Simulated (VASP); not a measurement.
Runs of VASP 6.6.1 on La. Symmetry: P6_3/mmc, No. 194, hexagonal system. The conventional cell has a = 3.796 Å, b = 3.796 Å, c = 12.041 Å, α = 90.00°, β = 90.00°, γ = 120.00°. Around La (site symmetry -3m) lie 12 La at 3.72 to 3.80 Å. La (site symmetry -6m2) has 12 La at 3.72 to 3.80 Å as nearest neighbours. 

```tsv
level	k mesh	cutoff (eV)	gap on the mesh (eV)	pressure (GPa)	relaxed volume (Å³/atom)
PBE	12 × 12 × 4	600	none	0.0	(b)
PBEsol	12 × 12 × 4	480	none	0.0	34.06
PBEsol	6 × 6 × 2	600	none	0.0	34.36
PBEsol	12 × 12 × 4	300	none	0.0	34.01
PBE+D3(BJ)	12 × 12 × 4	600	none	0.0	(a)
```

Alike in all rows: task relaxation of cell and atoms; potentials or basis VASP PAW PBE potentials, release 64 (La); no spin polarisation; cell relaxed; smearing gaussian 0.1 eV.

Problem. Fill in the values left out.

Solution. (a) 34.46; (b) 37.20.

Caveats: the PAW data sets were made with another functional, which shifts forces and pressure a little (some runs); pairwise dispersion overbinds metals, which lowers pressure and volume (some runs).

A k mesh can miss the band edges, and the runs leave out spin-orbit coupling on La.

A gap of «none» marks a metal or a gap under the smearing width.
